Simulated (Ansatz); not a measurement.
# TiPt₃: do energies and stresses tell the same story?

All numbers below come from DFT PBEsol, scalar-relativistic, plane waves, PAW in Ansatz.

Settings: cutoff 420 eV, Γ-centred mesh 12×12×12 on the computed 4-atom cell, Gaussian smearing of 0.10 eV; no spin polarisation.

Relaxed cell: Pm-3m, a = 3.899 Å, b = 3.899 Å, c = 3.899 Å, α = 90.00°, β = 90.00°, γ = 90.00°, 4 atoms in the primitive cell. Whether it is the stable form of this composition wasn't checked.

Energies at zero smearing and pressures from the stress tensor, at volumes with shape and atoms relaxed:
| V (Å³/atom) | E − E(first) (meV/atom) | P (GPa) |
| --- | --- | --- |
| 13.044 | 0.00 | 46.70 |
| 13.488 | -108.24 | 31.73 |
| 13.933 | -178.42 | 19.21 |
| 14.378 | -216.78 | 8.75 |
| 14.822 | -228.52 | 0.00 |
| 15.267 | -218.04 | -7.31 |
| 15.712 | -189.03 | -13.39 |
| 16.305 | -126.81 | -19.94 |

Check P = −dE/dV between neighbouring volumes, and get the bulk modulus from the pressures alone.

With 1 eV/Å³ = 160.2 GPa:
| middle V (Å³/atom) | −ΔE/ΔV (GPa) | mean P (GPa) |
| --- | --- | --- |
| 13.266 | 39.000 | 39.216 |
| 13.711 | 25.287 | 25.472 |
| 14.155 | 13.819 | 13.979 |
| 14.600 | 4.231 | 4.371 |
| 15.045 | -3.776 | -3.655 |
| 15.489 | -10.454 | -10.350 |
| 16.008 | -16.812 | -16.665 |

The two differ by 0.22 GPa at most. The mean of two end pressures misses the average over a step by about ΔV² P″/12, up to 0.22 GPa here; with that taken off 0.01 GPa remains. Around V = 14.822 Å³/atom, the two neighbours give B = −V ΔP/ΔV = 14.822 × 16.05 / 0.889 = 267.5 GPa, against B0 = 265.8 GPa from the Birch–Murnaghan fit of the energies.

Spin–orbit coupling is left out, which can shift energies with elements as heavy as these.